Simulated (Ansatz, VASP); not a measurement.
Yb: VASP beside Ansatz

File INCAR:

```
PREC     = Accurate       # precision mode
ENCUT    = 520            # plane-wave cutoff, eV
EDIFF    = 1E-7           # SCF threshold, eV
ISMEAR   = -1             # smearing method
SIGMA    = 0.05           # smearing width, eV
LREAL    = F              # projectors in reciprocal space
LASPH    = T              # aspherical terms in the spheres
NELM     = 150            # most SCF steps
ALGO     = Normal         # electronic algorithm
ISIF     = 2              # what is computed and relaxed
LWAVE    = F              # write WAVECAR
LCHARG   = T              # write CHGCAR
ISPIN    = 2              # spin polarisation
MAGMOM   = 1              # initial moments
LORBIT   = 11             # projections on sites
LMAXMIX  = 6              # l up to which the mixer works
GGA      = PE             # functional
LELF     = T              # ELF
LVHAR    = T            
NBANDS   = 22             # bands
```

Contents of KPOINTS:

```
regular mesh
0
Gamma
  9 9 9
```

Contents of POSCAR:

```
Yb
1.0
   -2.0735160000      2.2226410000      2.1779870000
    2.1304990000     -2.1176140000      2.1299430000
    2.1041480000      2.1482470000     -2.0729600000
Yb
1
Direct
   -0.0141760000     -0.0047220000     -0.0165890000
```

input.yaml

```yaml
crystal:
  lattice:
    - [-2.073516, 2.222641, 2.177987]
    - [2.130499, -2.117614, 2.129943]
    - [2.104148, 2.148247, -2.07296]
  atoms:
    - { symbol: Yb, position: [-0.014176, -0.004722, -0.016589], spin: 1.0 }
hamiltonian:
  xc: pbe
  pseudopotentials: { kind: paw }
magnetization:
  spin_polarized: true
kpoints:
  mp_grid: { grid: [9, 9, 9] }
scf:
  occupations: { method: fermi_dirac, width: 0.05 }
output:
  forces: true
  stress: true
  eigenvalues: true
```

Change from the starting cell: cell strained at random at fixed volume.

Alike in both runs: task single point; functional PBE; k mesh 9 × 9 × 9; occupations fermi-dirac, width 0.05 eV; collinear spin, ferromagnetic start.

```csv
,VASP,Ansatz
version,VASP 6.6.1,Ansatz 0.2.0
potentials or method,"VASP PAW PBE potentials, release 64 (Yb)",Ansatz PAW
plane-wave cutoff (eV),520,420
valence electrons in the cell,24,24
```

Ansatz gave:

* gap on the k mesh at the Fermi level (eV): none
* pressure (GPa): -2.1
* largest component of the traceless stress (GPa): 0.96
* net moment per atom (μB): 0.00

**Question.** Which values does VASP return?

**Answer.** gap on the k mesh at the Fermi level (eV): none; pressure (GPa): -2.5; largest component of the traceless stress (GPa): 0.98; net moment per atom (μB): 0.00.

A gap of «none» marks a metal or a gap that the smearing closes.

Caveats: spin-orbit coupling is left out, which moves the levels of the heavy elements; the starting moments weren't kept (Ansatz). The state reached can hang on the start; a lower one may exist.
